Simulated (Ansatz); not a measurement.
Ge₃N₄: what a change does to the field gradients

Base: a COD entry, whose atoms a relaxation with PBE at fixed cell left in place.

```xyz
14
Lattice="0.0000 4.1546 4.1546 4.1546 0.0000 4.1546 4.1546 4.1546 0.0000" Properties=species:S:1:pos:R:3 pbc="T T T"
Ge    1.0386    1.0386    1.0386
Ge    1.0386    3.1159    3.1159
Ge    3.1159    3.1159    1.0386
Ge    3.1159    1.0386    3.1159
Ge    4.1546    4.1546    4.1546
Ge    6.2318    6.2318    6.2318
N     7.3386    7.3386    7.3386
N     3.0478    5.2613    5.2613
N     5.1251    5.1251    7.3386
N     5.2613    3.0478    5.2613
N     7.3386    5.1251    5.1251
N     3.0478    3.0478    3.0478
N     5.1251    7.3386    5.1251
N     5.2613    5.2613    3.0478
```

Sites (sets of like atoms) are named by element and the number of their first atom in this list.

Method: Kohn–Sham DFT in Ansatz, PBE, plane waves and PAW (field gradients read without the response of the frozen cores, which leaves them typically 4 to 6 % off), scalar-relativistic, 420 eV cutoff, Γ-centred 6×6×6 k-points, Fermi–Dirac smearing 0.02 eV.

Problem. Variant: atom 14 (N) moved by 0.05 Å along (0.050, 0.000, 0.000) Å. What happens to the gradients (10²¹ V/m²)?

Solution. 

```
site  atoms  V_zz base  η base  V_zz variant  η variant
 Ge1   1, 2      -0.85    0.00         -0.93       0.15
 Ge3      3      -0.85    0.00         -0.85       0.01
 Ge4      4      -0.85    0.00         -1.65       0.38
 Ge5      5       0.00       –          1.24       0.04
 Ge6      6       0.00       –        -0.023       0.11
  N7  7, 11       4.37    0.00          4.37       0.04
  N8  8, 12       4.37    0.00          4.45       0.01
  N9      9       4.37    0.00          4.36       0.01
 N13     13       4.37    0.00          4.37       0.01
 N10     10       4.37    0.00          4.34       0.00
 N14     14       4.37    0.00          4.31       0.08
```

The largest change of V_zz is on Ge5, from 0.00 to 1.24. In per cent, |V_zz| changes by 0 to +94 on Ge, -1 to +2 on N (all sites that start above 0.5). Where |V_zz| stays above 0.1, η moves most on Ge4, from 0.00 to 0.38. The number of symmetry-distinct sites goes from 3 to 11.

For the variant: The atoms aren't relaxed after the move (largest force 0.9 eV/Å).
